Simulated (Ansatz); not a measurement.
## Migration of Si in Si

All numbers below come from Ansatz 0.2.0, DFT PBEsol, scalar-relativistic, plane waves, PAW. Run with 420 eV cutoff, 2×2×2 k-mesh, shifted by half a step, Gaussian smearing of 0.02 eV, no spin polarisation.

Host crystal, relaxed:

```xyz
2
Lattice="0.0000 2.7169 2.7169 2.7169 0.0000 2.7169 2.7169 2.7169 0.0000" Properties=species:S:1:pos:R:3 pbc="T T T"
Si    4.0754    4.0754    4.0754
Si    2.7169    2.7169    2.7169
```

In a supercell of 32 host sites with charge -2, Si trades places with a neighbouring Si vacancy, moving 1.69 Å between the relaxed ends. Climbing-image nudged elastic band at fixed cell with images 0 (start) to 6 (end), the path measured over all atoms, converged to 0.05 eV/Å; the order of the saddle wasn't checked, and the small cell leaves errors of about a tenth of an eV.

Supercell rows in host cell vectors: 1 -3 1; -3 1 1; 1 1 -3. Si was set at (0.750, 0.750, 0.750) of the host cell.

At the relaxed start Si has 3 Si at 2.40 Å.

Question: How high is the barrier, and where does the atom pass?

Answer: 0.08 eV at image 4, where Si has 3 Si at 2.51 Å, 3 Si at 2.95 Å.

Cost: 1 run of about 31 core-minutes, on Intel Xeon Processor @ 2.50GHz (Skylake/Cascade Lake) (shared hosts).